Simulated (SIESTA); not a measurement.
CoO in SIESTA: the effect of strain zz

CoO:

```
CELL_PARAMETERS angstrom
2.93947 0.00000 0.00000
-0.15505 2.93538 0.00000
-1.39221 -1.46769 2.13263
ATOMIC_POSITIONS crystal
Co 0.00000 0.00000 0.00000
O 0.50000 0.50000 0.00000
```

The cell isn't the ideal one: cell strained along z.

Alike in all runs:

* Program: SIESTA 5.4.2
* Task: single point
* Functional: PBE
* Potentials or basis: PseudoDojo 0.4 standard (PBE files)
* Basis: DZP (energy shift 0.003 Ry; two zetas on semicore shells)
* Grid cutoff: 800 Ry
* Energy shift: 0.003 Ry
* k mesh: 8 × 8 × 8
* Occupations: fermi-dirac, width 0.05 eV
* Spin: collinear spin, ferromagnetic start
* Starting moments: [2.0, 0.0] μB

| strain zz | pressure (GPa) | moment (μB) |
| --- | --- | --- |
| -0.04 | 9.8 | 2.87 |
| -0.02 | 4.9 | 2.91 |
| -0.01 | ? | ? |
| 0 | 1.1 | 2.96 |
| 0.01 | -0.7 | 2.97 |
| 0.02 | -2.5 | 2.98 |
| 0.04 | -5.5 | 2.98 |

Problem. What does the run with strain zz -0.01 give?

Solution. Pressure 2.9 GPa; moment 2.93 μB.

Worked out: A parabola through the other rows of the pressure, of slope -203 GPa per unit of strain zz there, gives 3.0 GPa, against the run's 2.9. A parabola through the other rows of the moment, of slope 1.85 μB per unit of strain zz there, gives 2.94 μB, against the run's 2.93.

Caveats: all runs use coarse meshes; short orbitals over semicore shells can move pressures by several GPa; the basis of atomic orbitals isn't converged, which shifts pressures, moduli and gaps; a cell with one magnetic atom can't hold antiferromagnetic order, which such compounds often take.
